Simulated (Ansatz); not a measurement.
## Pressure against volume: HgSe

```cif
data_structure
_symmetry_space_group_name_H-M 'P 1'
_symmetry_Int_Tables_number 1
_cell_length_a 4.2936
_cell_length_b 4.2936
_cell_length_c 4.2936
_cell_angle_alpha 60.000
_cell_angle_beta 60.000
_cell_angle_gamma 60.000
_cell_volume 55.97
loop_
_atom_site_label
_atom_site_type_symbol
_atom_site_fract_x
_atom_site_fract_y
_atom_site_fract_z
_atom_site_occupancy
Hg1 Hg 0.00000 0.00000 0.00000 1
Se1 Se 0.75000 0.75000 0.75000 1
```

The runs use the primitive cell with vectors (0.000, 3.036, 3.036), (3.036, 0.000, 3.036), (3.036, 3.036, 0.000) Å, to which the k mesh refers.

The cell is COD entry 1538962, as deposited and not checked against the literature; nothing was relaxed.

Spin–orbit coupling is left out, though it moves levels of the heavy atoms by tenths of an eV or more.

Methods: DFT, PBE, all-electron LAPW, scalar-relativistic (Ansatz 0.2.0); DFT, PBE, PAW with Ansatz's default frozen-core files, scalar-relativistic (Ansatz 0.2.0).

For LAPW: a Γ-centred 9×9×9 k mesh, Fermi–Dirac smearing of 0.02 eV, basis error target 0.25 meV/atom, no spin polarisation. PAW takes a cutoff of 420 eV at this cell. The Ansatz runs share mesh, smearing and spin set-up. Plane-wave (PAW) pressures include the program's estimate of the Pulay term.

The cell above is scaled evenly, with fractional coordinates and shape held.

```json
{"V/V(cell)": "0.9600", "V (Å³/atom)": "26.864", "P, LAPW (GPa)": "7.87", "P, PAW (GPa)": "7.86"}
{"V/V(cell)": "0.9800", "V (Å³/atom)": "27.424", "P, LAPW (GPa)": "6.31", "P, PAW (GPa)": "6.30"}
{"V/V(cell)": "1.0000", "V (Å³/atom)": "27.984", "P, LAPW (GPa)": "4.91", "P, PAW (GPa)": "4.91"}
{"V/V(cell)": "1.0200", "V (Å³/atom)": "28.543", "P, LAPW (GPa)": "3.66", "P, PAW (GPa)": "3.66"}
{"V/V(cell)": "1.0400", "V (Å³/atom)": "29.103", "P, LAPW (GPa)": "2.54", "P, PAW (GPa)": "2.54"}
```
